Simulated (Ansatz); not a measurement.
## Ba interstitial in BaO

These are results of Ansatz, DFT PBE, scalar-relativistic, plane waves, PAW, not measurements. (420 eV cutoff, 2×2×2 k-mesh, shifted by half a step, Gaussian smearing of 0.01 eV, no spin polarisation)

Host crystal, relaxed:

```
Ba O
1.0
     0.00000    2.78700    2.78700
     2.78700    0.00000    2.78700
     2.78700    2.78700    0.00000
Ba O
1 1
Direct
  0.00000 0.00000 0.00000
  0.50000 0.50000 0.50000
```

Supercell of 32 atoms, rows in host cell vectors: 1 1 1; 1 -3 1; 1 1 -3. Atoms relax at the host's cell, keeping the symmetry that the supercell leaves at the site. The cell is small, so energies carry finite-size errors of tenths of an eV. The host's Kohn–Sham gap is 2.10 eV.

Spin-orbit coupling is left out, which matters for the bands and energies of heavy elements.

Defect: Ba interstitial, charge 0.

Command:

```bash
ansatz run input.yaml --threads 4 --pin off --max-ram 6144MiB --backend cpu --events-out ev --progress --plain --runs-dir out
```

The input:

```yaml
crystal:
  lattice:
    - [5.5739975724, 5.5739975724, 5.5739975724]
    - [-5.5739975724, 5.5739975724, -5.5739975724]
    - [-5.5739975724, -5.5739975724, 5.5739975724]
  atoms:
    - { symbol: Ba, position: [0.5, 0.75, 0.75] }
    - { symbol: Ba, position: [0.5, 0.5, 0.0] }
    - { symbol: Ba, position: [0.75, 0.5, 0.75] }
    - { symbol: Ba, position: [0.5, 0.25, 0.25] }
    - { symbol: Ba, position: [0.75, 0.25, 0.0] }
    - { symbol: Ba, position: [0.0, 0.25, 0.75] }
    - { symbol: Ba, position: [0.5, 0.0, 0.5] }
    - { symbol: Ba, position: [0.75, 0.0, 0.25] }
    - { symbol: Ba, position: [0.0, 0.0, 0.0] }
    - { symbol: Ba, position: [0.25, 0.0, 0.75] }
    - { symbol: Ba, position: [0.75, 0.75, 0.5] }
    - { symbol: Ba, position: [0.0, 0.75, 0.25] }
    - { symbol: Ba, position: [0.25, 0.75, 0.0] }
    - { symbol: Ba, position: [0.0, 0.5, 0.5] }
    - { symbol: Ba, position: [0.25, 0.5, 0.25] }
    - { symbol: Ba, position: [0.25, 0.25, 0.5] }
    - { symbol: O, position: [0.5, 0.0, 0.0] }
    - { symbol: O, position: [0.5, 0.75, 0.25] }
    - { symbol: O, position: [0.75, 0.75, 0.0] }
    - { symbol: O, position: [0.5, 0.5, 0.5] }
    - { symbol: O, position: [0.75, 0.5, 0.25] }
    - { symbol: O, position: [0.0, 0.5, 0.0] }
    - { symbol: O, position: [0.5, 0.25, 0.75] }
    - { symbol: O, position: [0.75, 0.25, 0.5] }
    - { symbol: O, position: [0.0, 0.25, 0.25] }
    - { symbol: O, position: [0.25, 0.25, 0.0] }
    - { symbol: O, position: [0.75, 0.0, 0.75] }
    - { symbol: O, position: [0.0, 0.0, 0.5] }
    - { symbol: O, position: [0.25, 0.0, 0.25] }
    - { symbol: O, position: [0.0, 0.75, 0.75] }
    - { symbol: O, position: [0.25, 0.75, 0.5] }
    - { symbol: O, position: [0.25, 0.5, 0.75] }
    - { symbol: Ba, position: [0.25, 0.0, 0.0] }
  host:
    lattice:
      - [0.0, 2.7869987862, 2.7869987862]
      - [2.7869987862, 0.0, 2.7869987862]
      - [2.7869987862, 2.7869987862, 0.0]
    atoms:
      - { symbol: Ba, position: [0.0, 0.0, 0.0] }
      - { symbol: O, position: [0.5, 0.5, 0.5] }
basis:
  ecutwfc: 420
  xc_grid: 2
kpoints:
  mp_grid: { grid: [2, 2, 2], shift: [0.5, 0.5, 0.5] }
hamiltonian:
  xc: pbe
scf:
  occupations: { method: gaussian, width: 0.01 }
output:
  forces: true
  stress: false
  eigenvalues: true
  charged_corrections: { defect_position: [0.25, 0.0, 0.0] }
relax:
  adjacent_minimum: "off"
  f_tol: 0.025
  max_steps: 45
```

From the output:

```
Warning: RAYON_NUM_THREADS=4 ignored (pool sized by the plan → 4); use --threads N
Crystal: 33 atoms, lattice volume = 692.724 Å³
Basis set: ecut = 420 eV, 13571 PW (Γ), exchange–correlation on 144×144×144 points (8 copies of the dense FFT grid, shifted against one another)
Bands: 166, of which v1, the nominal top of the filled ones, is band 133 counted from 1 (132 counted from 0)
Symmetry: 24 space group operations
Space group: I-43m (ITA 217), of the structure as read, at distance tolerance 8.8e-5 Å
k-points: 2 of 8 (time reversal used)
relax step   1: F+E_penalty+E_count = -110246.55508745 eV  Δ(F+E_penalty+E_count) = +0.000e0 eV  max|allowed force component| = 7.157e0 eV/Å  Δτ_max = 0.0000 Å
relax step   2: F+E_penalty+E_count = -110253.56086486 eV  Δ(F+E_penalty+E_count) = -7.006e0 eV  max|allowed force component| = 3.494e0 eV/Å  Δτ_max = 0.1951 Å
relax step   3: F+E_penalty+E_count = -110256.86529354 eV  Δ(F+E_penalty+E_count) = -3.304e0 eV  max|allowed force component| = 1.288e0 eV/Å  Δτ_max = 0.1991 Å
relax step   4: F+E_penalty+E_count = -110257.93312913 eV  Δ(F+E_penalty+E_count) = -1.068e0 eV  max|allowed force component| = 3.457e-1 eV/Å  Δτ_max = 0.1920 Å
relax step   5: F+E_penalty+E_count = -110258.05223159 eV  Δ(F+E_penalty+E_count) = -1.191e-1 eV  max|allowed force component| = 7.682e-2 eV/Å  Δτ_max = 0.0549 Å
relax step   6: F+E_penalty+E_count = -110258.06479420 eV  Δ(F+E_penalty+E_count) = -1.256e-2 eV  max|allowed force component| = 2.377e-2 eV/Å  Δτ_max = 0.0138 Å
SCF converged after 7 iterations
Free energy (F): -110258.064794 eV
E sigma→0 (E₀):  -110258.062866 eV
Fermi energy:    11.552630 eV
```

The relaxation gained 11.51 eV in 6 steps. The run took about 7 core-minutes.